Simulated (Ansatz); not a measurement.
## Cu: pressure against volume

Cu, P6_3/mmc, a = 2.521 Å, c = 4.117 Å. This isn't the element's structure at ambient conditions. Ansatz: PBEsol, PAW, 420 eV, Γ-centred 18×18×10 mesh on 2 atoms, Gaussian smearing 0.10 eV; no spin polarisation. Shape and atoms are relaxed at each volume; pressure is positive in compression.

```tsv
V (Å³/atom)	P (GPa)
9.966	?
10.306	19.87
10.645	12.03
10.985	5.48
11.325	0.02
11.665	-4.55
12.004	-8.36
12.457	-12.48
```

Question: Take V0 = 11.325 Å³/atom, count pressures from its P0 = 0.02 GPa, fit the third-order Birch–Murnaghan form to the other rows, and predict the missing pressure.

Answer: With the Eulerian strain f = ½[(V0/V)^(2/3) − 1] and y = (P − P0)/[3f(1 + 2f)^(5/2)], the form is the line y = B0 + 1.5 B0 (B0′ − 4) f. Rows (f, y): 0.03244, 174.3; 0.02107, 171.4; 0.01026, 168.6; -0.00976, 164.0; -0.01904, 161.7; -0.03077, 158.7. Means f = 0.0007000, y = 166.45; Σ(Δf)² = 0.003003, ΣΔfΔy = 0.7338; the slope is their ratio. y = 166.3 + 244.3 f GPa, so B0 = 166.3 GPa and B0′ = 4 + 2 × (244.3)/(3 × 166.3) = 4.98. At V = 9.966, f = 0.04448, y = 177.17 and P = 29.27 GPa. The run gave 29.27 GPa, the same to the digits shown.